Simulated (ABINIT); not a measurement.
The system is Ti.

```
Ti
1.0
    -1.64100    1.64100    1.64100
     1.64100   -1.64100    1.64100
     1.64100    1.64100   -1.64100
Ti
1
Direct
  0.00000 0.00000 0.00000
```

This isn't the form of Ti at room conditions, which is hcp.

Base run:

- Program: ABINIT 10.8.3 (patched build)
- Functional: PBE
- Potentials or basis: JTH PAW PBE v2.0
- Cutoff: 408 eV
- k mesh: 9 × 9 × 9
- Occupations: fermi-dirac, width 0.05 eV
- Spin: no spin polarisation

Its results: band gap on the k mesh none (metal or under the smearing width); pressure -2.2 GPa.

Question: After a change of settings the same cell gave: band gap on the k mesh none (metal or under the smearing width); pressure -1.5 GPa. Which change was it?
A. k mesh from 9 × 9 × 9 to 4 × 4 × 4
B. functional from PBE to LDA; potentials or basis from JTH PAW PBE v2.0 to JTH PAW LDA v2.0
C. functional from PBE to BP86; k mesh from 9 × 9 × 9 to 11 × 11 × 11
D. functional from PBE to rPW86PBE; k mesh from 9 × 9 × 9 to 11 × 11 × 11

Answer: A.

Caveats: some runs use coarse meshes.
